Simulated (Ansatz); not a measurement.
**LiH (Fm-3m), a vibration from a frozen displacement**

Computed with Ansatz 0.2.0, DFT LDA, scalar-relativistic, plane waves, PAW. Cutoff 420 eV, Γ-centred 10×10×10 k-points, Gaussian smearing of 0.05 eV. No spin polarisation. Energies are free energies at this smearing, counted from the undisturbed cell; pressure is positive in compression.

The starting cell (as given, not relaxed at this level; it stands at -3.9 GPa):

```
CELL_PARAMETERS angstrom
0.00000 2.03250 2.03250
2.03250 0.00000 2.03250
2.03250 2.03250 0.00000
ATOMIC_POSITIONS crystal
Li 0.00000 0.00000 0.00000
H 0.50000 0.50000 0.50000
```

Every H atom is moved by x along the Cartesian unit vector (0.577, 0.577, 0.577); the cell and all other atoms stay fixed. The cell's volume is 16.79 Å³; the moved atoms weigh 1.008 u together and the others 6.940 u. Some rows repeat others by symmetry and weren't run.

```csv
x (Å),ΔE (meV/cell),total force on the moved atoms along the move (eV/Å),pressure (GPa)
-0.2000,18.34,0.1826,-3.3943
-0.1750,14.06,0.1602,-3.5159
-0.1500,10.34,0.1375,-3.6219
-0.1250,7.18,0.1148,-3.7121
-0.1000,4.60,0.0920,-3.7862
-0.0750,2.59,0.0689,-3.8440
-0.0500,1.15,0.0461,-3.8853
-0.0250,0.29,0.0230,-3.9102
0.0000,0.00,0.0000,-3.9185
0.0250,0.29,-0.0230,-3.9102
0.0500,1.15,-0.0461,-3.8853
0.0750,2.59,-0.0689,-3.8440
0.1000,4.60,-0.0920,-3.7862
0.1250,7.18,-0.1148,-3.7121
0.1500,10.34,-0.1375,-3.6219
0.1750,14.06,-0.1602,-3.5159
0.2000,18.34,-0.1826,-3.3943
```

Task: What frequency belongs to this motion?

Result: The force constant is k = −dF/dx = 0.921 eV/Å², from the parabola through x = -0.0250, 0 and 0.0250. In every cell the moved atoms swing against the rest, so the mass is μ = m₁m₂/(m₁ + m₂) = 0.880 u, and ν̃ = 521.5 cm⁻¹ × √(|k|/μ) = 534 cm⁻¹, at this cell's pressure of -3.9 GPa. To first order in x, and within 1 %, the force on every atom lies along the move and, within each of the two groups, in proportion to the atom's mass, so this is itself a mode at the zone centre of this cell, taken without macroscopic field (the transverse frequency in a polar insulator).

Task: How far does the harmonic law reach?

Result: At x = -0.200 Å, kx²/2 = 18.43 meV against the computed 18.34 meV (-0.5 %): the well is still close to harmonic there.